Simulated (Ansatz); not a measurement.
The elements of this relaxed trial crystal are hidden behind letters.

```
lattice vectors (Å)
   5.5015    0.0000    0.0000
   0.0000    5.5015    0.0000
   0.0000    0.0000    7.9864
fractional positions
X 0.5000 0.5000 0.0000
Z 0.0000 0.0000 0.5000
Z 0.5000 0.0000 0.2793
Z 0.0000 0.5000 0.7207
Q 0.2509 0.0000 0.3909
Q 0.7662 0.5000 0.8434
Q 0.7491 0.0000 0.3909
Q 0.2338 0.5000 0.8434
Q 0.0000 0.7491 0.6091
Q 0.5000 0.2338 0.1566
Q 0.0000 0.2509 0.6091
Q 0.5000 0.7662 0.1566
```

These are results of DFT PBE, scalar-relativistic, plane waves, PAW (Ansatz), not measurements. Plane waves to 420 eV, a 4×4×4 mesh through Γ for the 12-atom cell and 0.02 eV Gaussian smearing; no spin polarisation.

```
Space group                               : P-4m2 (No. 115)
Conventional cell                         : a = 5.501 Å, c = 7.986 Å
Volume per atom                           : 20.14 Å³
Density                                   : 2.68 g/cm³
Formation energy                          : −2.867 eV/atom
Gap on the 4×4×4 mesh of the 12-atom cell : 4.66 eV
```

Energies are uncorrected and count from the elements' standard states at the same level.

Q: X is a d-block element of period 6, Z is a p-block element of period 3 and Q is a p-block element of period 2. Which elements are they?

A: X = Hf, Z = Si, Q = O, so the formula is HfSi3O8. Density times volume gives a mean mass of 2.68 × 20.14/1.6605 = 32.5 u per atom, and this set has 32.6 u. Hf is surrounded by 4 O at 1.93 Å; Si on a site of symmetry -4m2 has 4 O at 1.63 Å; around O on its first site lie 2 Si at 1.63 Å; 2 more sites not described. Other sets within the hints have nearly the same mass, so mass alone doesn't settle it; this one was computed.

Spin–orbit coupling, which can matter for Hf, is left out. Kohn–Sham gaps at this level usually fall short of measured ones. A structure relaxed within its symmetry needn't be a true minimum. Another cell of HfSi3O8 relaxed alike, in C2, lies 13 meV/atom lower, so this cell isn't the stable form at this level.
